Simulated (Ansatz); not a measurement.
# Al3Ru2 (I4/mmm) in Ansatz: band structure with PBEsol

Aim: the band structure of Al3Ru2 with PBEsol.

Everything below comes from runs of Ansatz 0.2.0. Logs are shortened: lines on timing, memory, paths and dates and some standing lists are left out, and cuts for length are marked.

**1. Starting point**

It takes space group I4/mmm (No. 139, tetragonal). Conventional cell: a = 3.078 Å, b = 3.078 Å, c = 14.286 Å, α = 90.00°, β = 90.00°, γ = 90.00°. Ru (site symmetry 4mm) has 9 Al at 2.51 to 2.86 Å as nearest neighbours. Around Al (site symmetry 4mm) lie 5 Ru at 2.51 to 2.86 Å and 5 Al at 2.70 to 2.77 Å. Al (site symmetry 4/mmm) has 8 Ru at 2.65 Å and 2 Al at 2.77 Å as nearest neighbours.

The cell comes from a database or a generator and needn't be the stable form of this composition.

**2. Band structure, PBEsol, spin-orbit coupling, no magnetisation**

input.yaml reads:

```yaml
crystal:
  lattice:
    - [-1.538900875, 1.538900875, 7.14310203]
    - [1.538900875, -1.538900875, 7.14310203]
    - [1.538900875, 1.538900875, -7.14310203]
  atoms:
    - { symbol: Ru, position: [0.39413143, 0.39413143, 0.0] }
    - { symbol: Ru, position: [0.60586857, 0.60586857, 0.0] }
    - { symbol: Al, position: [0.19381538, 0.19381538, 0.0] }
    - { symbol: Al, position: [0.80618462, 0.80618462, 0.0] }
    - { symbol: Al, position: [0.0, 0.0, 0.0] }
hamiltonian:
  xc: pbesol
  pseudopotentials: { kind: paw_fr }
magnetization:
  noncollinear: true
  spin_orbit: true
kpoints:
  mp_grid: { grid: [12, 12, 12] }
  band_path:
    path:
      - [[0.0, 0.0, 0.0], [-0.5, 0.5, 0.0], [-0.5, 0.5, -0.0232069246], [-0.2616034623, 0.2616034623, -0.2616034623], [0.0, 0.0, 0.0], [0.5, 0.5, -0.5], [0.2616034623, 0.7383965377, -0.7383965377], [0.0, 0.5, -0.5], [-0.25, 0.75, -0.25], [0.0232069246, 0.9767930754, -0.5], [0.5, 0.5, -0.5]]
      - [[-0.5, 0.5, 0.0], [-0.25, 0.75, -0.25]]
    npoints: 14
scf:
  occupations: { method: fermi_dirac, width: 0.05 }
  n_extra_bands: 12
output:
  forces: true
  stress: true
  eigenvalues: true
  fatbands: false
```

Potentials or basis: Ansatz PAW.

On the command line:

```
> ansatz run input.yaml --threads 2 --pin off --max-ram 5632MiB --backend cpu --events-out ev --progress --plain --runs-dir out
```

Output:

```text
Warning: RAYON_NUM_THREADS=2 ignored (pool sized by the plan → 2); use --threads N
basis.fft_grid_basis auto: the FFT boxes are laid along the combinations [[1, 0, 1], [0, 1, 1], [0, 0, 1]] of the cell's own vectors, 3.078, 3.078 and 7.467 Å long. The dense box has 24×24×50 points. Along the cell's own vectors, as sized, it would have 50×50×50, 4.34 times as many. Of the 16 symmetry operations that the crystal satisfies within crystal.symmetry.tolerance (time reversal apart; of a slab, those that keep its plane) the dense box along the cell's own vectors carries 16, and the one as laid loses 12 of those. basis.fft_grid_basis: typed keeps the cell's own vectors: state it where this run's energies or levels are differenced outside the engine with another run's, or held beside a run that keeps those vectors.
scf.n_extra_bands = 12 over 41 filled bands (N_el = 41.0): the run solves 53 bands
Engine: ansatz 0.2.0, x86_64-unknown-linux-gnu
Pseudopotentials: kind: paw_fr
Pseudopotential: Ru, paw_fr, valence charge 16, recommended cutoff 420 eV (normal), Ru.paw.azcp#standard-fr
Pseudopotential: Al, paw_fr, valence charge 3, recommended cutoff 420 eV (normal), Al.paw.azcp#standard-fr
Functional definition: PBEsol
  exchange = pbesol_x
  correlation = pbesol_c
non-collinear run that drives no moment, with spin-orbit: no starting moment large enough to seed its density (crystal.atoms[].spin), no starting occupations that ask for one, no magnetisation constraint and no magnetic field, so the semilocal B_xc is pinned to zero
Crystal: 5 atoms, lattice volume = 67.666 Å³
Basis set: ecut = 420 eV, 1331 PW (Γ), FFT grids on a1+a3, a2+a3, a3, exchange–correlation on 48×48×100 points (8 copies of the dense FFT grid, shifted against one another)
Bands: 53, of which v1, the nominal top of the filled ones, is band 41 counted from 1 (40 counted from 0)
Symmetry: 16 space group operations + 16 with time reversal
Magnetic group: BNS 139.532 (UNI 1192), of the structure as read, at distance tolerance 4.1e-5 Å
k-points: 163 of 1728
Projection manifold: j_resolved (fully-relativistic pseudo-atomic orbitals)
Non-local potential: Ru, projectors of the file, l = 0: 3, l = 1: 4, l = 2: 4, l = 3: 2
Non-local potential: Al, projectors of the file, l = 0: 2, l = 1: 4, l = 2: 2
PAW form: soft (Blöchl's): semilocal exchange-correlation on the pseudo side does not see the compensation charge
PAW frozen core: Ru, regenerated for the run's functional, and the local potential with it (the file was generated under x = pbe(κ = 0.804, μ = 0.2195149727645171), c = pbe(β = 0.06672455060314922))
PAW frozen core: Al, regenerated for the run's functional, and the local potential with it (the file was generated under x = pbe(κ = 0.804, μ = 0.2195149727645171), c = pbe(β = 0.06672455060314922))
PAW one-centre angular grid: Ru, 590 points (default); XC on 64 Gauss nodes
PAW one-centre angular grid: Al, 110 points (default); XC on 64 Gauss nodes
Initial density: superposition of atomic densities (chi_scale 0.1, normalization cell, long waves kept (reshape's long-wave potential 0.09 eV rms))
Initial wavefunctions: pseudopotential atomic-orbital guess
Functional: x = pbesol(κ = 0.804, μ = 0.12345679012345678), c = pbesol(β = 0.046)
SCF iter   1: F=—  HF=-13215.908965 eV  |F-HF|=—  |Δ(HF+E_count)|=         —  Δρ=1.24e-1  dr2=1.59e1  dr2_m=0.00e0 (ungated)  ethr=3.10e-3  |M|=0.00e0 ∫|m|=0.00e0 μB  |m|>n=0.0e0 m-floor=0.0e0 τ_xc=0.0e0  β_m=0.30  ⟨swp⟩=6.2  Hψ=39095  notcnv=0  defer=211
preconditioner: auto → Kerker (q_TF=auto, 2.510 Å⁻¹)  [metal: Δε(μ)=0.002 eV  Ē_g=6.910 eV  σ=0.050 eV  W_gap=0.01  n_scr=20 (ndim 8)  ℏωp=22.6 eV  f_vac=0.000  D(μ)=3.57/eV (n_scr^D=42)]
spin=Noncollinear: Kerker preconditioning applied to the charge; magnetization (m_x, m_y, m_z) channels mix plain (no charge-response kernel on spin).
SCF iter   2: F=—  HF=-13213.664525 eV  |F-HF|=—  |Δ(HF+E_count)|=    2.24e0  Δρ=5.64e-2  dr2=2.80e0  dr2_m=0.00e0 (ungated)  ethr=3.10e-3  |M|=0.00e0 ∫|m|=0.00e0 μB  |m|>n=0.0e0 m-floor=0.0e0 τ_xc=0.0e0  β_m=0.40  ⟨swp⟩=3.0  Hψ=17172  notcnv=0  defer=945
SCF iter   3: F=—  HF=-13213.179408 eV  |F-HF|=—  |Δ(HF+E_count)|=   4.85e-1  Δρ=2.15e-2  dr2=3.19e-1  dr2_m=0.00e0 (ungated)  ethr=3.10e-3  |M|=0.00e0 ∫|m|=0.00e0 μB  |m|>n=0.0e0 m-floor=0.0e0 τ_xc=0.0e0  β_m=0.70  ⟨swp⟩=2.1  Hψ=12055  notcnv=0  defer=945
SCF iter   4: F=—  HF=-13213.095482 eV  |F-HF|=—  |Δ(HF+E_count)|=   8.39e-2  Δρ=4.35e-3  dr2=1.41e-2  dr2_m=0.00e0 (ungated)  ethr=7.79e-4  |M|=0.00e0 ∫|m|=0.00e0 μB  |m|>n=0.0e0 m-floor=0.0e0 τ_xc=0.0e0  β_m=0.73  ⟨swp⟩=3.2  Hψ=14966  notcnv=0  defer=883
SCF iter   5: F=—  HF=-13213.089574 eV  |F-HF|=—  |Δ(HF+E_count)|=   5.91e-3  Δρ=1.39e-3  dr2=1.19e-3  dr2_m=0.00e0 (ungated)  ethr=3.43e-5  |M|=0.00e0 ∫|m|=0.00e0 μB  |m|>n=0.0e0 m-floor=0.0e0 τ_xc=0.0e0  β_m=0.87  ⟨swp⟩=2.7  Hψ=13398  notcnv=0  defer=879
SCF iter   6: F=—  HF=-13213.089114 eV  |F-HF|=—  |Δ(HF+E_count)|=   4.61e-4  Δρ=2.39e-4  dr2=2.39e-5  dr2_m=0.00e0 (ungated)  ethr=2.91e-6  |M|=0.00e0 ∫|m|=0.00e0 μB  |m|>n=0.0e0 m-floor=0.0e0 τ_xc=0.0e0  β_m=0.93  ⟨swp⟩=2.8  Hψ=15647  notcnv=0  defer=879
SCF iter   7: F=—  HF=-13213.089108 eV  |F-HF|=—  |Δ(HF+E_count)|=   5.55e-6  Δρ=6.98e-5  dr2=2.87e-6  dr2_m=0.00e0 (ungated)  ethr=5.83e-8  |M|=0.00e0 ∫|m|=0.00e0 μB  |m|>n=0.0e0 m-floor=0.0e0 τ_xc=0.0e0  β_m=0.97  ⟨swp⟩=2.1  Hψ=12657  notcnv=0  defer=879
SCF iter   8: F=—  HF=-13213.089108 eV  |F-HF|=—  |Δ(HF+E_count)|=   6.31e-7  Δρ=1.36e-5  dr2=1.43e-7  dr2_m=0.00e0 (ungated)  ethr=7.01e-9  |M|=0.00e0 ∫|m|=0.00e0 μB  |m|>n=0.0e0 m-floor=0.0e0 τ_xc=0.0e0  β_m=0.98  ⟨swp⟩=2.6  Hψ=13335  notcnv=0  defer=879
SCF iter   9: F=-13213.089108 eV  HF=-13213.089108 eV  |F-HF|=1.53e-8  |Δ(HF+E_count)|=   2.95e-8  Δρ=4.47e-6  dr2=1.84e-8  dr2_m=0.00e0 (ungated)  ethr=2.44e-10  |M|=0.00e0 ∫|m|=0.00e0 μB  |m|>n=0.0e0 m-floor=0.0e0 τ_xc=0.0e0  ⟨swp⟩=11.3  Hψ=36559  notcnv=0
SCF 1 converged in 9 iterations: F = -13213.089108 eV  dr2 = 1.84e-8
NSCF: frozen V_eff on 156 k-points
SCF converged after 9 iterations
Magnetization: |M| = 0.0000 μB,  M = (+0.0000, +0.0000, +0.0000) μB
Absolute magnetization: 0.0000 μB (∫|m|)
  site 0: m = (+0.0000, +0.0000, +0.0000) μB, |m| = 0.0000 μB  (R = 1.04 Å)
  site 1: m = (+0.0000, +0.0000, +0.0000) μB, |m| = 0.0000 μB  (R = 1.04 Å)
  site 2: m = (+0.0000, +0.0000, +0.0000) μB, |m| = 0.0000 μB  (R = 1.04 Å)
  site 3: m = (+0.0000, +0.0000, +0.0000) μB, |m| = 0.0000 μB  (R = 1.04 Å)
  site 4: m = (+0.0000, +0.0000, +0.0000) μB, |m| = 0.0000 μB  (R = 1.09 Å)
Free energy (F): -13213.089108 eV
Harris-Foulkes:  -13213.089108 eV  (|F-HF|=1.53e-8)
Internal energy: -13213.074996 eV  (E = F + TS)
E sigma→0 (E₀):  -13213.082052 eV
Entropy (-TS):   -0.014112 eV (-2.822 meV/atom)
Fermi energy:    14.651172 eV
--- Per-component energies (eV) ---
  E_band       = -269.888645
  E_kinetic    = 1111.512625
  E_local      = -4087.169240  (includes V_loc(G=0)·N_el)
  E_nonlocal   = 722.332897
  E_hartree    = 1506.953181
  E_xc         = -502.198009
  E_vxc        = -571.412497  (∫ρ·V_xc dr)
  E_paw        = -8168.121882  (= ΣΔE_a)
  E_vpaw       = -459.066176  (= ΣTr[D̂ρ^β])
  E_aug_tail   = -0.000393  (compensation charges beyond the density's cutoff)
  E_ewald      = -3796.951110
  E_core_change = 0.566935  (= ΣΔE_core)
  E_smearing   = -0.014112  (= −TS)
  E_closure    = -0.000000  (closes the sum)
  Σ components = -13213.089108   (vs F -13213.089108, Δ=0.00e0)
--- Forces (eV/Å), atoms counted from 1 ---
  atom   1  Ru     0.00000000    -0.00000000     0.07683701
  atom   2  Ru    -0.00000000    -0.00000000    -0.07683701
  atom   3  Al     0.00000000    -0.00000000     0.01491566
  atom   4  Al     0.00000000     0.00000000    -0.01491566
  atom   5  Al     0.00000000     0.00000000    -0.00000000
  max |Σ_I F_I| component: 1.73e-18 eV/Å
--- Stress (GPa, compression-positive) ---
       -0.957042       0.000000       0.000000
        0.000000      -0.957042      -0.000000
       -0.000000       0.000000      -0.924151
  P = ⅓ Tr σ = -0.9461 GPa (-9.461 kbar)
--- Band table (eV; the first three rows and the last of 163) ---
  k-point 0: bands = ["-57.1429", "-57.1429", "-57.1361", "-57.1361", "-29.5357", "-29.5357", "-29.5143", "-29.5143", "-26.1622", "-26.1622", "-26.1197", "-26.1197", "-26.1110", "-26.1110", "-26.0965", "-26.0965", "4.3163", "4.3163", "7.2560", "7.2560", "7.4553", "7.4553", "10.9234", "10.9234", "11.1626", "11.1626", "11.4224", "11.4224", "13.0668", "13.0668", "13.2946", "13.2946", "13.3269", "13.3269", "13.7259", "13.7259", "13.8383", "13.8383", "14.4307", "14.4307", "14.5610", "14.5610", "17.9903", "17.9903", "19.2842", "19.2842", "20.0068", "20.0068", "20.1248", "20.1248", "20.5196", "20.5196", "20.7126"]
  k-point 1: bands = ["-57.1414", "-57.1414", "-57.1347", "-57.1347", "-29.5402", "-29.5402", "-29.5191", "-29.5191", "-26.1639", "-26.1639", "-26.1304", "-26.1304", "-26.1215", "-26.1215", "-26.0986", "-26.0986", "4.5521", "4.5521", "7.3978", "7.3978", "7.7124", "7.7124", "11.0173", "11.0173", "11.2496", "11.2496", "11.4874", "11.4874", "12.9767", "12.9767", "13.1234", "13.1234", "13.3629", "13.3629", "13.5767", "13.5767", "13.7164", "13.7164", "14.1104", "14.1104", "14.2842", "14.2842", "18.2766", "18.2766", "18.9254", "18.9254", "19.4074", "19.4074", "19.5111", "19.5111", "20.1590", "20.1590", "20.2941"]
  k-point 2: bands = ["-57.1375", "-57.1375", "-57.1308", "-57.1308", "-29.5524", "-29.5524", "-29.5323", "-29.5323", "-26.1685", "-26.1685", "-26.1593", "-26.1593", "-26.1498", "-26.1498", "-26.1040", "-26.1040", "5.2365", "5.2365", "7.8007", "7.8007", "8.4221", "8.4221", "11.2571", "11.2571", "11.4873", "11.4873", "11.5956", "11.5956", "12.5535", "12.5535", "12.8823", "12.8823", "13.1834", "13.1834", "13.2584", "13.2584", "13.3625", "13.3625", "13.5980", "13.5980", "13.7644", "13.7644", "17.8948", "17.8948", "18.2936", "18.2936", "19.3798", "19.3798", "19.5371", "19.5371", "19.5927", "19.5927", "19.9326"]
  k-point 162: bands = ["-57.1428", "-57.1428", "-57.1362", "-57.1362", "-29.5353", "-29.5353", "-29.5147", "-29.5147", "-26.1608", "-26.1608", "-26.1197", "-26.1197", "-26.1110", "-26.1110", "-26.0979", "-26.0979", "4.7887", "4.7887", "5.5787", "5.5787", "9.3492", "9.3492", "10.5617", "10.5617", "11.0709", "11.0709", "11.5316", "11.5316", "12.6974", "12.6974", "12.9919", "12.9919", "13.1076", "13.1076", "14.0670", "14.0670", "14.1615", "14.1615", "14.4665", "14.4665", "14.5434", "14.5434", "17.0013", "17.0013", "18.8967", "18.8967", "19.0348", "19.0348", "20.3570", "20.3570", "21.6786", "21.6786", "22.6797"]
```

It took 53 s on 2 threads of Intel Xeon 6975P-C (Granite Rapids), shared host; peak memory 1.2 GiB.

Results:

```
Free energy            : -13213.0891 eV
Pressure               : -0.9 GPa
Largest force          : 0.077 eV/Å
Band gap on the k mesh : none (metal or under the smearing width)
```

Forces in eV/Å, atoms in the order of the input:
```
Ru   0.000  0.000  0.077
Ru   0.000  0.000 -0.077
Al   0.000  0.000  0.015
Al   0.000  0.000 -0.015
Al   0.000  0.000  0.000
```

Levels at the corners of the path, in eV from the Fermi level:
```
point  band 40  band 41  band 42  band 43  band 44  band 45
    Γ    -0.22    -0.09    -0.09     3.34     3.34     4.63
    X     0.64     1.08     1.08     1.12     1.12     1.97
    Y     0.61     0.98     0.98     1.07     1.07     2.12
    S    -1.09    -0.35    -0.35     1.35     1.35     1.56
    Γ    -0.22    -0.09    -0.09     3.34     3.34     4.63
    Z    -0.18    -0.11    -0.11     2.35     2.35     4.25
   S1    -1.09    -0.35    -0.35     1.35     1.35     1.56
    N    -1.08    -0.36    -0.36     1.29     1.29     1.59
    P     1.06     1.12     1.12     1.30     1.30     1.42
   Y1     0.61     0.98     0.98     1.07     1.07     2.12
    Z    -0.18    -0.11    -0.11     2.35     2.35     4.25
    X     0.64     1.08     1.08     1.12     1.12     1.97
    P     1.06     1.12     1.12     1.30     1.30     1.42
```

Caveat: the PAW data sets come from PBE, with cores solved anew for the run's functional, which leaves a small shift of forces and pressure.
